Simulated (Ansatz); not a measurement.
# HgS: the cost of one run

Computed with Ansatz 0.2.0 (DFT LDA, frozen-core PAW and all-electron LAPW, scalar-relativistic unless said, unless a step's input says otherwise).

### 1 The structure to begin with

The structure is cubic, space group F-43m (No. 216). Conventional cell: a = 5.852 Å, b = 5.852 Å, c = 5.852 Å, α = 90.00°, β = 90.00°, γ = 90.00°. Hg (site symmetry -43m) has 4 S at 2.53 Å as nearest neighbours. S (site symmetry -43m) is surrounded by 4 Hg at 2.53 Å.

Coordinates:

```cif
data_structure
_symmetry_space_group_name_H-M 'F-43m'
_symmetry_Int_Tables_number 216
_cell_length_a 5.8517
_cell_length_b 5.8517
_cell_length_c 5.8517
_cell_angle_alpha 90.000
_cell_angle_beta 90.000
_cell_angle_gamma 90.000
_cell_volume 200.38
loop_
_atom_site_label
_atom_site_type_symbol
_atom_site_symmetry_multiplicity
_atom_site_Wyckoff_symbol
_atom_site_fract_x
_atom_site_fract_y
_atom_site_fract_z
_atom_site_occupancy
Hg1 Hg 4 a 0.00000 0.00000 0.00000 1
S1 S 4 c 0.25000 0.25000 0.25000 1
```

Cartesian axes are those of the input's lattice vectors. The structure goes back to a database entry.

### 2 Cell and atoms relaxed, PAW

input.yaml reads:

```yaml
crystal:
  lattice:
    - [0.0, 2.92585, 2.92585]
    - [2.92585, 0.0, 2.92585]
    - [2.92585, 2.92585, 0.0]
  atoms:
    - { symbol: Hg, position: [0.0, 0.0, 0.0] }
    - { symbol: S, position: [0.75, 0.75, 0.75] }
kpoints:
  mp_grid: { grid: [10, 10, 10] }
scf:
  occupations: { method: fermi_dirac, width: 0.1 }
hamiltonian:
  xc: lda
  pseudopotentials: { kind: paw }
relax:
  f_tol: 0.002
  max_steps: 80
  cell: {}
output:
  forces: true
  stress: true
```

Started as:

```sh
$ ansatz run input.yaml --threads 1 --pin off --max-ram 3072MiB --backend cpu --events-out ev --progress --plain --runs-dir out
```

Q: Estimate wall time and peak memory on 1 thread of Arm Neoverse V1, shared host.

About 10 s, with a peak of 0.34 GiB.
